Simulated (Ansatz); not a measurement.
# Rb: the crystal squeezed far

One table from this session's results is given with a row withheld; the runs are named, their logs left out.

Program: Ansatz 0.2.0. Level of theory: DFT PBE, with the methods named in each step. These are calculated values, not measurements.

## The system as given

It takes space group P6/mmm (No. 191, hexagonal). Conventional cell: a = 4.885 Å, b = 4.885 Å, c = 4.592 Å, α = 90.00°, β = 90.00°, γ = 120.00°.

Coordinates:

```xyz
1
Lattice="4.8847 0.0000 0.0000 -2.4423 4.2303 0.0000 0.0000 0.0000 4.5916" Properties=species:S:1:pos:R:3 pbc="T T T"
Rb    0.0000    0.0000    0.0000
```

Whether this phase is the stable one at these pressures isn't tested.

The first run:

input.yaml

```yaml
crystal:
  lattice:
    - [4.8846778052, 0.0, 0.0]
    - [-2.4423389026, 4.2302550686, 0.0]
    - [0.0, 0.0, 4.5915971368]
  atoms:
    - { symbol: Rb, position: [0.0, 0.0, 0.0] }
kpoints:
  mp_grid: { grid: [9, 9, 8] }
scf:
  occupations: { method: fermi_dirac, width: 0.05 }
hamiltonian:
  xc: pbe
  pseudopotentials: { kind: paw }
output:
  forces: true
  stress: true
relax:
  f_tol: 0.005
  max_steps: 40
  cell: {}
```

On the command line:

```console
$ ansatz run input.yaml --threads 1 --pin off --max-ram 2048MiB --backend cpu --events-out ev --progress --plain --runs-dir out
```

Among the steps run: Cell relaxed at zero pressure, PAW; Volume scaled by 1, PAW; Shape and atoms relaxed at 0.95 of the volume, PAW; Volume scaled by 0.95, PAW; Shape and atoms relaxed at 0.85 of the volume, PAW; Volume scaled by 0.85, PAW; Shape and atoms relaxed at 0.75 of the volume, PAW; Volume scaled by 0.75, PAW; Shape and atoms relaxed at 0.65 of the volume, PAW; Volume scaled by 0.65, PAW; Shape and atoms relaxed at 0.55 of the volume, PAW; Volume scaled by 0.55, PAW; Volume scaled by 0.55, PAW (partial_waves polarizable); Shape and atoms relaxed at 0.45 of the volume, PAW; Volume scaled by 0.45, PAW; Shape and atoms relaxed at 0.4 of the volume, PAW; Volume scaled by 0.4, PAW; Volume scaled by 0.4, PAW (source ansatz).

One of the session's tables, all rows but one given; the rest of the session is left out.

| method | volume over the first | volume (Å³/atom) | pressure (GPa) |
| --- | --- | --- | --- |
| PAW | 1 | 94.878 | 0.00 |
| PAW | 0.95 | 90.134 | 0.14 |
| PAW | 0.85 | 80.646 | 0.54 |
| PAW | 0.75 | ? | ? |
| PAW | 0.65 | 61.671 | 2.36 |
| PAW | 0.55 | 52.183 | 4.43 |
| PAW | 0.45 | 42.695 | 7.67 |
| PAW | 0.4 | 37.951 | 9.34 |
| PAW (partial_waves polarizable) | 0.55 | 52.183 | 4.43 |
| PAW (source ansatz) | 0.4 | 37.951 | 9.34 |

**Question.** Estimate the row for PAW, 0.75.

As computed: volume (Å³/atom): 71.159; pressure (GPa): 1.21. In the column «volume (Å³/atom)» it lies between PAW, 0.65 (61.671) and PAW, 0.85 (80.646).
